## Counting bands

The cell of hexagonal ytterbium holds two atoms, one in each of two layers, so every atomic orbital supplies two bands. The seven 4f orbitals give fourteen bands, which the 28 4f electrons of two atoms fill completely. The four 6s electrons are enough for two more bands, which are broad.

Three sizes sum up the result. Compact f levels move by hundredths of an electronvolt from one k-point to another, and spread-out levels move by electronvolts. The distance between the two members of a pair at A, L and H is zero.

Ansatz 0.2.0, all-electron LAPW with PBEsol, scalar-relativistic, no spin polarisation: Yb, space group P6_3/mmc, 2 atoms in the measured cell, a = 3.880 and c = 6.386 angstrom, 41.63 angstrom^3/atom. The k-point mesh is 11 x 11 x 6, with Fermi-Dirac smearing of 0.03 eV. At each k-point, energies and band numbers are counted from the Fermi energy.

```
k-point  k in reciprocal vectors  band -4 (eV)  band -3 (eV)  band -2 (eV)  band -1 (eV)  band +1 (eV)  band +2 (eV)  band +3 (eV)
  GAMMA                    0 0 0         -0.30         -0.30         -0.28         -0.28          0.09          2.64          2.70
      M                  0.5 0 0         -0.31         -0.29         -0.28         -0.28          0.04          0.23          1.53
      K          0.3333 0.3333 0         -0.30         -0.30         -0.30         -0.17          0.43          1.57          1.57
      A                  0 0 0.5         -0.29         -0.29         -0.28         -0.28          1.46          1.46          2.69
      L                0.5 0 0.5         -0.30         -0.30         -0.30         -0.30          0.30          0.30          1.53
      H        0.3333 0.3333 0.5         -0.34         -0.34         -0.30         -0.30          0.16          0.16          0.17
```

## Where the pairs are

Energies are counted from the Fermi energy. Band -1 is the highest filled level at a k-point and band +1 the lowest empty one. A, L and H share the third component 0.5 of the wave vector and lie on the top face of the Brillouin zone. GAMMA, M and K lie in its middle plane.

The empty levels show the pattern best, because at A and L the lowest pair stands more than 1 eV below the next level, so that the coincidence means something. At H the next level follows after only about 0.01 eV. Bands +1 and +2 are equal at A, L and H, although the pair lies at 1.46 eV in one case and at 0.16 eV in another. At M the same two bands differ by 0.19 eV. Band +3 on the top face starts the next pair, whose second member is the next level up.

Equal levels in the middle plane have other origins. At K, bands +2 and +3 coincide at 1.57 eV, as expected for a doublet: two states that rotations about a threefold axis mix with each other and that must therefore share one energy. The sixfold axis at GAMMA allows such doublets too. M has no axis of this kind. Its bands -1 and -2 agree only because the f levels are so crowded that two of them round to the same number.

## Two layers that stop talking

Take first the limit in which the two layers do not interact. They are equivalent, so each level of one layer has a twin in the other, and all levels are paired at every k-point. Coupling between the layers splits the twins, and the question is where this coupling disappears.

Let each layer carry one s-like orbital of energy $\varepsilon$, and let $t$ be its coupling to the layer above. The layer below is an equal neighbour. With $c$ the height of the cell and $k_z$ the wave vector along it, the two contributions carry the phases $e^{ik_zc/2}$ and $e^{-ik_zc/2}$. Their sum gives

$$E_\pm=\varepsilon\pm 2|t|\,|\cos(k_zc/2)| .$$

In the middle plane $k_z=0$, the contributions add and the splitting is the largest that a given $t$ allows; $t$ itself changes with the horizontal part of the wave vector. On the top face $k_z=\pi/c$, they cancel and the twins are equal again, however strong $t$ is. Just below the face, the splitting grows in proportion to the distance from it.

## Why every level is paired

The model has one orbital per layer, whereas the crystal has many that mix. A symmetry argument covers them all. A half-turn about the vertical axis, followed by a shift of $c/2$, carries one layer into the other. Combined with time reversal, which without spin is complex conjugation, it takes each k-point of the top face to an equivalent one.

Call the combined operation $\Theta$. Applied twice, it is a shift by the full height $c$, which multiplies a state on the top face by $e^{i\pi}=-1$. If $\Theta$ returned the same state times a number $\lambda$, applying it twice would give the factor $|\lambda|^2$, which is never negative. The image is therefore a different state of the same energy.

The calculation contains this symmetry from the start, so the equal entries illustrate the argument and do not test it. The argument uses nothing particular to ytterbium, so the rule holds for any nonmagnetic hexagonal close-packed crystal treated without spin-orbit coupling. In real ytterbium, that coupling separates some of the pairs.

## Why the filled levels are flat

Bands -4 to -2 stay within 0.06 eV over all six k-points. The limiting case here is an atom whose orbital does not reach its neighbours: its energy cannot depend on the wave vector. The electron count and the narrow strip both point to the filled 4f shell, which is compact and close to this limit. The strip is only the upper edge of the f group, so its width is not that of the whole group.

The position of the strip, about 0.3 eV below the Fermi energy, deserves less trust than its flatness. Spin-orbit coupling, left out here, splits the 4f levels by more than 1 eV, and functionals of this type place them too high. In the real metal the upper f levels lie deeper than the strip in the table. The run also leaves out spin polarisation, which suits a filled shell but means that the absence of a moment is an assumption.

## The opposite limit: free electrons

For the broad bands, the natural limit is a gas of free electrons, two per atom, in the same cell. Their density is $n=2/41.63=0.048$ per cubic angstrom, and the largest filled wave vector is $k_F=(3\pi^2n)^{1/3}=1.12$ per angstrom. With $\hbar^2/2m=3.8$ eV Å$^2$, the Fermi energy lies $3.8\times1.12^2\approx4.8$ eV above the bottom of the band.

Now take A. The two longest waves there have wave vectors $+\pi/c$ and $-\pi/c$, with $\pi/c=3.14/6.386=0.49$ per angstrom. Their energy is $3.8\times0.49^2\approx0.9$ eV, so both are filled. The next waves are three times shorter and have nine times the energy, about 8.3 eV. They lie $8.3-4.8=3.5$ eV above the Fermi energy, whereas the calculation has its lowest empty level at 1.46 eV.

The free-electron picture places band +1 too high at all six k-points, by 0.4 eV at H and by 8.4 eV at GAMMA. Its root-mean-square error of 4.5 eV is about three times the whole range of band +1. Two ingredients are absent from it: the lattice, which splits waves of equal energy and can push one of them above the Fermi energy, and the 5d orbitals, which are empty in the free atom but in the metal are expected to mix with the 6s band near the Fermi energy. The output after this text compares the model, which has no adjustable constant, with all six rows.

## The irregular rows A and K

Although its energies are poor, the free-electron limit offers a reason why A stands apart. Its nearest waves lie 3.9 eV below and 3.5 eV above the Fermi energy. At each of the other five k-points, some wave lies within about 1.5 eV, where the lattice can more easily turn it into a low empty level. This is an argument from the model, and it has a limit. Of these five k-points, M has its nearest wave farthest from the Fermi energy and yet the lowest band +1, so distance alone does not set the energy.

K is irregular on the filled side. Its band -1 lies at -0.17 eV, clearly above the f strip, while at the other k-points band -1 is part of the strip. Among the filled free waves, the three at K, equal in energy, come closest to the Fermi energy, at -0.4 eV. It is therefore a reasonable guess that a broad band rises out of the f levels at K, but a model with errors of electronvolts cannot settle a matter of tenths.

## A gap that is not there

Over the six k-points, the highest filled level is at -0.17 eV and the lowest empty one at 0.04 eV. The window of 0.21 eV between them looks like a small band gap. It comes from the sorting: levels below the Fermi energy are called filled and those above it empty, so any short list of k-points leaves a window, even for a metal.

A gap has to be sought between bands numbered from the bottom. On the full mesh of the same calculation, band 34 reaches 0.12 eV higher than the lowest point of band 35, so the two overlap and the crystal is a metal in this calculation. The word "empty" is also approximate near the Fermi energy: the smearing used in the run leaves band +1 at M about one fifth occupied.

Printed output of the fit:

```
Separations of neighbouring levels in eV:
    row  -3 less -4  -1 less -2  +2 less +1  +3 less +2  +1 less -1
  GAMMA           0           0        2.55        0.06        0.37
      M        0.02           0        0.19         1.3        0.32
      K           0        0.13        1.14           0         0.6
      A           0           0           0        1.23        1.74
      L           0           0           0        1.23         0.6
      H           0           0           0        0.01        0.46
Width of the strip of bands -4 to -2 over all points, eV: 0.06
Range of band +1 over all points, eV: 1.42
Apparent window between highest band -1 and lowest band +1 of the list, eV: 0.21
Overlap of bands 34 and 35 on the full mesh, eV: 0.1201
Occupation of band +1 at M, fraction: 0.2086
Occupation of band +1 at GAMMA, fraction: 0.04743
Free-electron Fermi energy above the band bottom, eV: 4.819
Free waves against computed levels in eV from the Fermi energy (at H no free wave is filled):
    row  highest filled free wave  band -1  lowest empty free wave  band +1  free less computed
  GAMMA                    -1.131    -0.28                   8.503     0.09               8.413
      M                    -1.489    -0.28                     2.2     0.04                2.16
      K                   -0.3785    -0.17                    3.31     0.43                2.88
      A                    -3.897    -0.28                    3.48     1.46                2.02
      L                   -0.5666     -0.3                   6.094      0.3               5.794
      H                    0.5436     -0.3                  0.5436     0.16              0.3836
Rms miss of the free-electron picture for band +1, eV: 4.501
```
